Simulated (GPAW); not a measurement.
O on a C site in C (monolayer), O K edge of atom 1, with 3 C at 1.49 Å (trigonal planar; the defect atom itself). Method: GPAW, PBE, excited-electron core hole (neutral cell), 18-atom cell with 7.4 Å between holes, 5×5×1 k points, dipole transitions, Gaussian full width 0.9 eV up to 4 eV, rising linearly to 3.5 eV at 25 eV.

```xyz
18
Lattice="7.3800 0.0000 0.0000 -3.6900 6.3913 0.0000 0.0000 0.0000 10.4000" Properties=species:S:1:pos:R:3
O     7.3752    0.0046    5.2286
C    -1.2274    2.1366    5.1869
C    -1.2366    6.3886    5.2018
C    -2.4599    4.2704    5.2021
C     1.2178    2.1365    5.1928
C     1.2274    6.3885    5.1961
C    -0.0049    4.2653    5.1959
C     3.6849    2.1350    5.1944
C     2.4499    4.2703    5.2022
C     1.2821    0.7471    5.1983
C    -0.0048    2.8527    5.1880
C     3.6852    0.7200    5.1980
C    -1.2280    4.9714    5.2038
C     2.4593    2.8423    5.1946
C     6.0890    0.7467    5.1880
C     1.2184    4.9714    5.2001
C     4.9106    2.8421    5.1899
C     3.6849    4.9101    5.2110
```

Energy from the lowest empty level; a common scale on which the isotropic spectrum has a mean of 1 over the first 20 eV.

```
E (eV)  curve 1  curve 2
  -2.0     0.00     0.00
  -1.4     0.00     0.00
  -0.8     0.00     0.02
  -0.2     0.06     0.17
   0.4     0.27     0.18
   1.0     0.61     0.68
   1.6     0.32     6.68
   2.2     0.28    12.96
   2.8     0.29     7.02
   3.4     0.48     0.74
   4.0     0.64     0.11
   4.6     0.37     0.06
   5.2     0.57     0.04
   5.8     0.61     0.05
   6.4     0.37     0.08
   7.0     0.37     0.15
   7.6     0.41     0.33
   8.2     0.55     0.68
   8.8     0.60     0.97
   9.4     0.47     0.91
  10.0     0.34     0.66
  10.6     0.31     0.50
  11.2     0.34     0.45
  11.8     0.36     0.47
  12.4     0.32     0.54
  13.0     0.28     0.63
  13.6     0.32     0.68
  14.2     0.42     0.64
  14.8     0.53     0.53
  15.4     0.64     0.44
  16.0     0.72     0.42
  16.6     0.72     0.44
  17.2     0.64     0.46
  17.8     0.54     0.47
  18.4     0.52     0.46
  19.0     0.58     0.44
  19.6     0.66     0.43
```

Q: The curves are for the electric vector along different Cartesian axes of the cell as given, for this one atom. Which is which?

Curve 1: along z, main maxima 1.0 eV (0.61), 3.8 eV (0.67), 5.5 eV (0.65) and 16.3 eV (0.74). Curve 2: along x (the other in-plane axis gives the same curve within 3 %), main maxima 2.2 eV (12.96) and 9.0 eV (0.99). A K edge sees empty p states; at this planar three-fold site they split into π* (normal to the plane) and σ* (in the plane). Each direction probes the empty orbitals that point along it. The cell shows no gap over 0.35 eV; the host's own band filling, the defect's levels or the functional may be the cause. Some eV above the zero the states pass the vacuum level, and features normal to the sheet may then be states of the box.

[Banner, clock and machine lines of the logs are left out without a mark of their own.]

[Logs are printed without paths, hosts, clocks, repeated set-up lines and the standing remarks that a program may print on its own settings, such as how far it seeks lower states.]

[Hosts, paths, dates, database ids (printed as entryN), source tags and the programs' standing remarks are cut or masked in the printed files.]

[Lists of maxima count a maximum above −3 eV only where it reaches 4 % of the highest in the window and stands out from its surroundings by 2 % of it (1.5 % where it reaches 55 %); shoulders and weaker maxima are passed over, and of the rest the first, up to two pre-edge ones and the few strongest are named.]
